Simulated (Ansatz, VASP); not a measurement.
**Two plane-wave programs on Na4I**

```xyz
5
Lattice="6.0672 0.0000 0.0000 0.0000 6.0672 0.0000 0.0000 0.0000 6.0672" Properties=species:S:1:pos:R:3 pbc="T T T"
Na    3.0336    0.0000    0.0000
Na    0.0000    3.0336    0.0000
Na    0.0000    0.0000    3.0336
Na    0.0000    0.0000    0.0000
I     3.0336    3.0336    3.0336
```

Alike in both runs: task relaxation of cell and atoms; functional PBE; k mesh 6 × 6 × 6; occupations gaussian, width 0.1 eV; no spin polarisation.

|  | VASP | Ansatz |
| --- | --- | --- |
| version | VASP 6.6.1 | Ansatz 0.2.0 |
| potentials or method | VASP PAW PBE potentials, release 64 (Na_pv, I) | scalar-relativistic, plane waves, PAW |
| plane-wave cutoff (eV) | 600 | 420 |
| valence electrons in the cell | 35 | 53 |

|  | VASP | Ansatz | Ansatz less VASP |
| --- | --- | --- | --- |
| gap on the k mesh at the Fermi level, each at its own relaxed structure (eV) | none | none | - |
| relaxed volume (Å³/atom) | 44.67 | 44.67 | 0.000 |
| relaxed cell length with the largest relative difference (Å) | 6.067 | 6.067 | 0.0000 |

A gap of «none» marks a metal or a gap that the smearing closes. The two sets of potentials don't hold the same shells in valence.

Caveats: the relaxation stopped at its first step, so nothing moved; an odd number of electrons without spin polarisation forces a metal; a magnetic or distorted state may lie lower. Spin-orbit coupling is left out, which matters for the levels of I.
